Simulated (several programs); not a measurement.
A 2-atom cell of ZnS started from a crystallographic database, relaxed with r2SCAN in Ansatz, was computed with several methods. Space group F-43m (No. 216), cubic; a = 5.388 Å in the conventional setting, 19.55 Å³ an atom. Around Zn lie 4 S at 2.33 Å; around S lie 4 Zn at 2.33 Å. The values are computed, spin-unpolarised.

```cif
data_structure
_symmetry_space_group_name_H-M 'F-43m'
_symmetry_Int_Tables_number 216
_cell_length_a 5.3882
_cell_length_b 5.3882
_cell_length_c 5.3882
_cell_angle_alpha 90.000
_cell_angle_beta 90.000
_cell_angle_gamma 90.000
_cell_volume 156.43
loop_
_atom_site_label
_atom_site_type_symbol
_atom_site_symmetry_multiplicity
_atom_site_Wyckoff_symbol
_atom_site_fract_x
_atom_site_fract_y
_atom_site_fract_z
_atom_site_occupancy
Zn1 Zn 4 d 0.25000 0.25000 0.75000 1
S1 S 4 a 0.00000 0.00000 0.00000 1
```

Gaps and times are for a single point on this cell; volume and bulk modulus come from each method's own relaxation or energy curve at fixed shape. Times are rough, from shared hosts (Arm Neoverse V1), and each method has its own mesh and cell size. A dagger marks a closed or tiny gap in a crystal that DFT finds insulating: a failure of the method or a wrong SCF state. PM6 (MOPAC), PM7 (MOPAC), GFN1-xTB (tblite), GFN2-xTB (tblite) treat a cluster of cells at its zone centre, which samples few k points: where these miss a band edge, the gap comes out too large for that reason alone. Gaps from k meshes are read at a limited set of points (mesh, symmetry points, PBE's band edges), so each method's own least gap may be somewhat smaller. Force fields have no electrons; where one was fitted to this phase, its volume and modulus reflect the fit. xTB and the PM methods were fitted mostly to molecules, and can miss a solid's gap by electronvolts. Minimal bases can be far off for gaps. Times of the plane-wave ladder aren't listed, since it ran on unlike processors and cards. GLLB-SC's gap includes the derivative discontinuity. d marks a direct gap, i an indirect one (no mark: not told apart), a dash a value that wasn't computed or didn't pass its checks.

```json
{"method": "PBEsol", "kind": "semilocal", "gap (eV)": "–", "own volume (Å³/atom)": "19.21", "bulk modulus (GPa)": "–", "atoms computed": "2", "processor time": "–"}
{"method": "CdTeZnSeHgS0.sw (LAMMPS)", "kind": "force field", "gap (eV)": "–", "own volume (Å³/atom)": "19.75", "bulk modulus (GPa)": "–", "atoms computed": "2", "processor time": "0.12 s"}
{"method": "light PBE (260 eV and a coarse mesh)", "kind": "light plane-wave", "gap (eV)": "2.22 d", "own volume (Å³/atom)": "–", "bulk modulus (GPa)": "–", "atoms computed": "2", "processor time": "0.76 s"}
{"method": "non-self-consistent DFTB (CP2K)", "kind": "tight binding", "gap (eV)": "1.42 i", "own volume (Å³/atom)": "–", "bulk modulus (GPa)": "–", "atoms computed": "2", "processor time": "1.8 s"}
{"method": "PBE", "kind": "semilocal", "gap (eV)": "2.15 d", "own volume (Å³/atom)": "20.16", "bulk modulus (GPa)": "69", "atoms computed": "2", "processor time": "–"}
{"method": "LDA", "kind": "semilocal", "gap (eV)": "1.90 d", "own volume (Å³/atom)": "18.58", "bulk modulus (GPa)": "–", "atoms computed": "2", "processor time": "–"}
{"method": "GFN1-xTB (tblite)", "kind": "tight binding", "gap (eV)": "0.00†", "own volume (Å³/atom)": "–", "bulk modulus (GPa)": "–", "atoms computed": "cluster", "processor time": "3.2 s"}
{"method": "GFN2-xTB (tblite)", "kind": "tight binding", "gap (eV)": "1.37", "own volume (Å³/atom)": "20.86", "bulk modulus (GPa)": "48", "atoms computed": "cluster", "processor time": "4.3 s"}
{"method": "r2SCAN", "kind": "semilocal", "gap (eV)": "2.71 d", "own volume (Å³/atom)": "19.55", "bulk modulus (GPa)": "79", "atoms computed": "2", "processor time": "–"}
{"method": "PBE/SZV (CP2K)", "kind": "small basis", "gap (eV)": "2.16 d", "own volume (Å³/atom)": "19.60", "bulk modulus (GPa)": "98", "atoms computed": "2", "processor time": "6.8 s"}
{"method": "PBE/single zeta (GPAW)", "kind": "small basis", "gap (eV)": "2.03 d", "own volume (Å³/atom)": "–", "bulk modulus (GPa)": "–", "atoms computed": "2", "processor time": "7.9 s"}
{"method": "GLLB-SC (GPAW)", "kind": "model potential", "gap (eV)": "3.65", "own volume (Å³/atom)": "–", "bulk modulus (GPa)": "–", "atoms computed": "2", "processor time": "11 s"}
{"method": "PM7 (MOPAC)", "kind": "semi-empirical", "gap (eV)": "2.45", "own volume (Å³/atom)": "–", "bulk modulus (GPa)": "–", "atoms computed": "cluster", "processor time": "12 s"}
{"method": "PBE/DZVP (CP2K)", "kind": "small basis", "gap (eV)": "2.13 d", "own volume (Å³/atom)": "20.26", "bulk modulus (GPa)": "70", "atoms computed": "2", "processor time": "18 s"}
{"method": "PM6 (MOPAC)", "kind": "semi-empirical", "gap (eV)": "2.83", "own volume (Å³/atom)": "–", "bulk modulus (GPa)": "–", "atoms computed": "cluster", "processor time": "33 s"}
{"method": "LC-ωPBE", "kind": "hybrid", "gap (eV)": "8.28 d", "own volume (Å³/atom)": "–", "bulk modulus (GPa)": "–", "atoms computed": "2", "processor time": "–"}
{"method": "PBE0", "kind": "hybrid", "gap (eV)": "4.04 d", "own volume (Å³/atom)": "–", "bulk modulus (GPa)": "–", "atoms computed": "2", "processor time": "–"}
{"method": "HSE06", "kind": "hybrid", "gap (eV)": "3.38 d", "own volume (Å³/atom)": "19.96", "bulk modulus (GPa)": "–", "atoms computed": "2", "processor time": "–"}
{"method": "DDH-PBE0", "kind": "hybrid", "gap (eV)": "3.41 d", "own volume (Å³/atom)": "–", "bulk modulus (GPa)": "–", "atoms computed": "2", "processor time": "–"}
{"method": "Hartree-Fock", "kind": "exact exchange", "gap (eV)": "10.28 d", "own volume (Å³/atom)": "–", "bulk modulus (GPa)": "–", "atoms computed": "2", "processor time": "–"}
```

**Question.** How far from the measured values lie the methods that can be set against them?

**Answer.**
- Band gap, measured 3.85 eV: light PBE (260 eV and a coarse mesh) -1.63 eV, non-self-consistent DFTB (CP2K) -2.43 eV, PBE -1.70 eV, LDA -1.95 eV, GFN1-xTB (tblite) -3.85 eV, GFN2-xTB (tblite) -2.48 eV, r2SCAN -1.14 eV, PBE/SZV (CP2K) -1.69 eV, PBE/single zeta (GPAW) -1.82 eV, GLLB-SC (GPAW) -0.20 eV, PM7 (MOPAC) -1.40 eV, PBE/DZVP (CP2K) -1.72 eV, PM6 (MOPAC) -1.02 eV, LC-ωPBE +4.43 eV, PBE0 +0.19 eV, HSE06 -0.47 eV, DDH-PBE0 -0.44 eV, Hartree-Fock +6.43 eV.
- Bulk modulus, measured 76.9 GPa: PBE -9.7 %, GFN2-xTB (tblite) -38.1 %, r2SCAN +2.2 %, PBE/SZV (CP2K) +27.8 %, PBE/DZVP (CP2K) -8.8 %.
- Volume, measured 19.78 Å³ an atom: PBEsol -2.9 %, CdTeZnSeHgS0.sw (LAMMPS) -0.2 %, PBE +1.9 %, LDA -6.1 %, GFN2-xTB (tblite) +5.5 %, r2SCAN -1.1 %, PBE/SZV (CP2K) -0.9 %, PBE/DZVP (CP2K) +2.4 %, HSE06 +0.9 %.
The calculations are for a static lattice; samples hold vibrations, temperature and, in optical gaps, excitons. A measured value is shown where most reports agree with it, and only for the quantities listed. Sources: 3.85 eV (direct gap E0 at Gamma; 19 K; “Electronic, vibrational, and thermodynamic properties of ZnS (zincblende and rocksalt structure)”; literature value at 19 K; includes electron-phonon renormalization, which the paper puts at about 0.1 eV; 2009; arxiv:0911.5022); 76.9 GPa (B0; “Electronic, vibrational, and thermodynamic properties of ZnS (zincblende and rocksalt structure)”; literature value; measurement temperature not stated; 2009; arxiv:0911.5022); 19.78 Å³ an atom (from the lattice constants; cubic lattice parameter a; “Photocatalytic Degradation of Rhodamine B Dye and Hydrogen Evolution by Hydrothermally Synthesized NaBH4—Spiked ZnS Nanostructures”; Literature value quoted for comparison in the computational part; measurement temperature not stated; 2022; pmc:9046778).
